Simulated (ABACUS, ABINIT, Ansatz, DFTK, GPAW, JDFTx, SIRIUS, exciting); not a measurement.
## One calculation of W, 8 ways

```xyz
1
Lattice="-1.5448 1.6151 1.6310 1.5711 -1.5452 1.5875 1.5457 1.5461 -1.5612" Properties=species:S:1:pos:R:3 pbc="T T T"
W     0.0307    0.0413   -0.0058
```

The given cell was strained at random by a few per cent at fixed volume.

Alike in all runs: task single point; functional PBEsol; k mesh 12 × 12 × 12; occupations fermi-dirac, width 0.05 eV; no spin polarisation; no spin-orbit coupling. Pressure is positive in compression and, in plane waves, holds the error of the finite cutoff.

| program and potentials | plane-wave cutoff (eV) | notes | band gap (eV) | pressure (GPa) | energy over the undisturbed cell (meV/atom) |
| --- | --- | --- | --- | --- | --- |
| ABACUS, PseudoDojo NC SR 0.4.1 PBEsol standard, plane waves | 1007 | - | no gap | -2.55 | 22.07 |
| DFTK, PseudoDojo SR PBEsol 0.4.1 standard (PBEsol) | 1007 | - | no gap | -2.59 | - |
| GPAW, PAW data sets generated for this functional | 600 | - | no gap | -3.07 | 22.32 |
| SIRIUS, PseudoDojo 0.4.1 PBEsol standard (scalar relativistic) | 1030 | - | no gap | -2.59 | 22.08 |
| Ansatz, all-electron LAPW, scalar-relativistic | - | - | no gap | -2.73 | - |
| exciting, all-electron LAPW+lo, shipped species files, valence relativity iora* | - | - | no gap | - | 21.74 |
| ABINIT, PseudoDojo NC SR PBEsol v0.4.1 standard | 1007 | - | no gap | -2.59 | 22.07 |
| JDFTx, PseudoDojo-SR-PBEsol-0.4.1-standard with smoothed tails | 1007 | - | no gap | -2.59 | 22.08 |

None finds a gap. The pressure spans -3.07 (GPAW, PAW data sets generated for this functional) to -2.55 GPa (ABACUS, PseudoDojo NC SR 0.4.1 PBEsol standard, plane waves), with all-electron results at -2.73.

Differences between rows come from potentials, basis sets and numerical settings, since the functional is the same but for its coding. Runs on potential files found faulty are left out.

The distorted tungsten cell stays metallic and lies about 22 meV/atom above the undisturbed one. With one atom per cell, displacing the atom is a mere translation, so this cost is purely elastic. At fixed volume it mainly probes resistance to shear, which is large in tungsten because the nearly half-filled 5d band fills bonding states and leaves most antibonding states empty. The Fermi level of the bcc metal falls in a deep minimum of the density of states, but not in a true gap, and a modest strain would not be expected to open one.

The negative pressure in every run that reports it means that the cell is under tension and would contract, which suggests a volume slightly above the PBEsol equilibrium. GPAW gives the strongest tension, yet its energy cost is close to the others, probably because errors common to both cells cancel in the energy difference but not in the absolute pressure. A single mixed strain cannot separate the individual elastic constants.
